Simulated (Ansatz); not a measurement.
System: rock-salt LiI. Method: RPBE in Ansatz (plane waves, PAW).

Settings: plane-wave cutoff 520 eV, 10×10×10 k mesh, Fermi–Dirac smearing 0.01 eV, scalar-relativistic PAW data made under PBE.

Cell (relaxed at this level):

```
CELL_PARAMETERS angstrom
      0.00000     3.07206     3.07206
      3.07206     0.00000     3.07206
      3.07206     3.07206     0.00000
ATOMIC_POSITIONS crystal
  Li 0.00000 0.00000 0.00000
  I  0.50000 0.50000 0.50000
```

Question: Give the computed bulk modulus B0, pressure derivative B′ of the bulk modulus, width of the whole s-p valence band and smallest direct gap on the k points sampled.

Answer: 
bulk modulus B0: 16.7 GPa
pressure derivative B′ of the bulk modulus: 4.4
width of the whole s-p valence band: 11.38 eV
smallest direct gap on the k points sampled: 4.21 eV

Measured, for comparison: bulk modulus 24 GPa (0 K, extrapolated to 0 K; as tabulated in Doll and Stoll (1998), arXiv:cond-mat/9801031). Computed (rounded) less measured: bulk modulus -30 %.

Spin–orbit coupling is not included; with these elements it can move the gap by several tenths of an eV or more.

Ansatz is a first-principles code.
